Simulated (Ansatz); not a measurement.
Computed with Ansatz 0.2.0, DFT PBE, scalar-relativistic, plane waves, PAW. Settings: cutoff 420 eV, Γ-centred meshes spaced at most about 0.3 Å⁻¹, and about 0.25 Å⁻¹ or finer for metals (2π included), Gaussian smearing. No spin polarisation.

Each guess is relaxed in cell and atoms at zero pressure, on a coarse mesh first where it starts far from rest and then on a converged one. The steps can't lower the symmetry of the start, but it can rise. Energies are static (0 K, no zero-point motion).

Two unrelaxed guesses for Cd2HgTe3:

A.

```xyz
6
Lattice="-2.1920 2.1920 9.2998 2.1920 -2.1920 9.2998 2.1920 2.1920 -9.2998" Properties=species:S:1:pos:R:3 pbc="T T T"
Cd    0.0000    0.0000   15.4996
Cd    0.0000    0.0000    3.1000
Hg    0.0000    0.0000    9.2998
Te    0.0000    0.0000    0.0000
Te    0.0000    0.0000   12.3998
Te    0.0000    0.0000    6.1998
```

B.

```xyz
6
Lattice="4.3840 0.0000 0.0000 -2.1920 3.7966 0.0000 0.0000 0.0000 10.7385" Properties=species:S:1:pos:R:3 pbc="T T T"
Cd    0.0000    2.5311    7.1590
Cd    2.1920    1.2655    3.5795
Hg    0.0000    0.0000    0.0000
Te    0.0000    2.5311    9.8437
Te    2.1920    1.2655    6.2641
Te    0.0000    0.0000    2.6846
```

Question: Which guess leads to the lower structure, and by how much?

Answer: B ends lower, by 169 meV/atom. A: I4/mmm at 29.8 Å³/atom → I4/mmm at 28.9 Å³/atom; B: P3m1 at 29.8 Å³/atom → P3m1 at 36.4 Å³/atom. Counting Te atoms around Cd and Hg (those within 1.25 times the shortest such distance or 1.15 times the sum of covalent radii, 1.27 where that leaves under three), the end of A has Cd 6, Hg 6 and the end of B has Cd 4, Hg 4. End of A. Conventional cell: a = 4.328 Å, c = 18.482 Å. Around Cd lie 6 Te at 3.02–3.08 Å; Hg has 6 Te at 3.06–3.14 Å; Te on a site of symmetry 4mm has 5 Cd at 3.02–3.06 Å and 1 Hg at 3.14 Å; 1 more site not described. End of B. Conventional cell: a = 4.690 Å, c = 11.473 Å. Around Cd on its first site lie 4 Te at 2.87 Å; Hg has 4 Te at 2.87–2.88 Å; around Te on its first site lie 1 Cd at 2.87 Å and 3 Hg at 2.87 Å; 3 more sites not described.

Ends held by symmetry can be saddle points. These runs have no spin–orbit coupling, which can matter for Hg and Te.
